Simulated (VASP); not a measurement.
Bi: single point with LDA

Bi:

```
Bi
1.0
     2.26750    1.30914    3.93800
    -2.26750    1.30914    3.93800
     0.00000   -2.61828    3.93800
Bi
2
Cartesian
  0.0000 0.0000 9.0495
  0.0000 0.0000 2.7645
```

* Program: VASP 6.6.1
* Task: single point
* Functional: LDA
* Potentials or basis: VASP PAW LDA potentials, release 64 (Bi)
* Cutoff: 500 eV
* k mesh: 7 × 7 × 7
* Occupations: gaussian, width 0.02 eV
* Spin: no spin polarisation

```
Pressure               : -1.4 GPa
Largest force          : 0.090 eV/Å
Band gap on the k mesh : 0.27 eV, indirect (least direct gap 0.53 eV)
```

Forces in eV/Å, atoms in the order of the input:
```
Bi   0.000  0.000 -0.090
Bi   0.000  0.000  0.090
```

Stress tensor (GPa, compression positive):
```
-1.34  0.00  0.00
 0.00 -1.34  0.00
 0.00  0.00 -1.58
```

Levels at points of the mesh, in eV from the valence-band top:
```csv
k point,band 2,band 3,band 4,band 5,band 6,band 7,band 8,band 9
"(0.00, 0.00, 0.00)",-7.17,-1.22,-0.97,-0.97,2.74,3.21,3.21,5.91
```

Wall time 29 s on 1 thread of Intel(R) Xeon(R) Platinum 8375C CPU @ 2.90GHz (Ice Lake), on a shared host, peak memory 0.18 GiB.

Caveat: spin-orbit coupling is left out, which as a rule narrows the gap of such compounds by several tenths of an eV; an odd mesh through Γ misses points on the zone boundary, where band edges often lie.
